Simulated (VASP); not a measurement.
Input of a VASP 6.6.1 run:

INCAR

```
PREC = Accurate
ENCUT = 520
EDIFF = 1E-6
ISMEAR = 0
SIGMA = 0.05
LREAL = False
LASPH = True
NELM = 150
ALGO = Normal
ISIF = 2
LWAVE = False
LCHARG = True
ISPIN = 2
MAGMOM = 0 0 2 2
LORBIT = 11
LMAXMIX = 4
LDAU = True
LDAUTYPE = 2
LDAUL = -1 2
LDAUU = 0 6
LDAUJ = 0 0
LDAUPRINT = 1
GGA = PS
LELF = True
LVHAR = True
NBANDS = 28
```

File KPOINTS:

```
Automatic mesh
0
Gamma
  5 5 4
```

Contents of POSCAR:

```
TePt
1.0
    4.1109992400      0.0000000000      0.0000000000
   -2.0554996200      3.5602297800      0.0000000000
    0.0000000000      0.0000000000      5.4459992500
Te Pt
2 2
Direct
    0.3333333333      0.6666666667      0.2500000000
    0.6666666667      0.3333333333      0.7500000000
    0.0000000000      0.0000000000      0.0000000000
    0.0000000000      0.0000000000      0.5000000000
```

Potentials or basis: VASP PAW PBE potentials, release 64 (Te, Pt).

The run is started by

```console
$ cat potpaw_PBE.64/Te/POTCAR potpaw_PBE.64/Pt/POTCAR > POTCAR
$ mpirun -np 1 vasp_std > vasp.out
```

Problem. Predict the band gap on the k mesh.

Solution. None (metal or under the smearing width).

Problem. What does it give for the pressure?

Solution. 2.3 GPa.

Problem. Estimate the net moment.

Solution. 0.00 μB per cell.

Eigenvalues of the final occupation matrices:
```
    site  spin  trace               eigenvalues
site 3 d     1   4.48  0.86 0.86 0.91 0.93 0.93
site 3 d     2   4.48  0.86 0.86 0.91 0.93 0.93
site 4 d     1   4.48  0.86 0.86 0.91 0.93 0.93
site 4 d     2   4.48  0.86 0.86 0.91 0.93 0.93
```

Caveat: the PAW data sets were made with another functional, which shifts forces and pressure a little; the U is typed as a test and isn't derived for this compound. The run has no spin-orbit coupling, so splittings on Pt, Te are missing.
